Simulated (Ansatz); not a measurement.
Li₅NbO₅: do energies and stresses tell the same story?

Computed with DFT PBEsol, scalar-relativistic, plane waves, PAW in Ansatz 0.2.0.

Plane waves to 420 eV, a k mesh through Γ of 6×6×4 on the computed 11-atom cell and Gaussian smearing (0.02 eV); no spin polarisation.

Relaxed cell: C2/m, a = 9.649 Å, b = 4.008 Å, c = 5.777 Å, α = 90.00°, β = 108.75°, γ = 90.00°, 11 atoms in the primitive cell. Whether it is the stable form of this composition wasn't checked.

Energies at zero smearing and pressures from the stress tensor, at volumes with shape and atoms relaxed:
```tsv
V (Å³/atom)	E − E(first) (meV/atom)	P (GPa)
9.039	0.00	7.04
9.327	-9.18	3.25
9.615	-12.02	-0.02
9.904	-9.37	-2.85
10.192	-2.03	-5.29
```

Q: Check P = −dE/dV between neighbouring volumes, and get the bulk modulus from the pressures alone.

A: With 1 eV/Å³ = 160.2 GPa:
| middle V (Å³/atom) | −ΔE/ΔV (GPa) | mean P (GPa) |
| --- | --- | --- |
| 9.183 | 5.101 | 5.145 |
| 9.471 | 1.573 | 1.617 |
| 9.760 | -1.467 | -1.433 |
| 10.048 | -4.078 | -4.069 |

The two differ by 0.04 GPa at most. The mean of two end pressures misses the average over a step by about ΔV² P″/12, up to 0.05 GPa here; with that taken off 0.02 GPa remains. Around V = 9.615 Å³/atom, the two neighbours give B = −V ΔP/ΔV = 9.615 × 6.10 / 0.577 = 101.6 GPa, against B0 = 101.1 GPa from the Birch–Murnaghan fit of the energies.

The energies and stresses describe the same equation of state: the pressure changes sign at the energy minimum, and the bulk moduli from the two routes nearly coincide. Any spurious stress from the incomplete plane-wave basis is therefore too small to matter for the equilibrium volume or the compressibility. The agreement is one of internal consistency, however, and an error of the functional common to both quantities would pass unnoticed.

The pressure falls less steeply with each step of expansion, so the lattice softens as it grows. This is the usual behaviour of an ionic oxide, in which the short-range repulsion between filled shells varies much faster with distance than the electrostatic attraction. With niobium formally pentavalent and d⁰, its bonds to oxygen should be strong and partly covalent, while those of monovalent lithium are weaker. This suggests that the lithium–oxygen framework takes up most of the compression, though a bulk modulus alone cannot divide the strain between the two kinds of bond.
